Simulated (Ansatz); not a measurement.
Crystal: CaO.

```xyz
4
Lattice="-1.5530 1.5530 5.8213 1.5530 -1.5530 5.8213 1.5530 1.5530 -5.8213" Properties=species:S:1:pos:R:3 pbc="T T T"
Ca    0.0000    0.0000    0.4932
Ca    0.0000    1.5530    3.4038
O     0.0000    0.0000    5.3281
O     1.5530    0.0000    2.4175
```

The cell was built by a generator and needn't be a form met in nature.

```yaml
Program: Ansatz 0.2.0
Task: relaxation of cell and atoms
Functional: PBEsol
Potentials_or_basis: Ansatz PAW
Cutoff: "420 eV (not typed: the program's choice for these potentials)"
k_mesh: 9 × 9 × 9
Occupations: fermi-dirac, width 0.05 eV
Spin: no spin polarisation
```

At the start: volume 14.04 Å³/atom.

**Question.** How do energy, volume and symmetry change on relaxing?

**Answer.** It ends after 7 steps and the volume is 13.44 Å³/atom (-4.2 %); space group I4_1md (No. 109, to 0.05 Å).

Step by step:
```csv
step,energy change (eV),largest force (eV/Å),volume (Å³)
1,0.0000,0.0226,56.16
2,-0.0375,0.0186,53.40
3,-0.0374,0.0021,53.90
4,-0.0376,0.0048,53.87
5,-0.0322,0.0049,53.87
6,-0.0325,0.0001,53.78
7,-0.0323,0.0001,53.78
```

Final structure:
```xyz
4
Lattice="-1.5311 1.5311 5.7350 1.5311 -1.5311 5.7350 1.5311 1.5311 -5.7350" Properties=species:S:1:pos:R:3 pbc="T T T"
Ca    0.0000    0.0000    0.4901
Ca    0.0000    1.5311    3.3576
O     0.0000    0.0000    5.2449
O     1.5311    0.0000    2.3774
```

Caveat: the plane-wave basis is chosen anew once the cell has moved, so the energies of steps on either side of that aren't comparable; the pressure holds a Pulay correction of +0.5 GPa for the finite cutoff; the PAW data sets come from PBE, with cores solved anew for the run's functional, which leaves a small shift of forces and pressure.
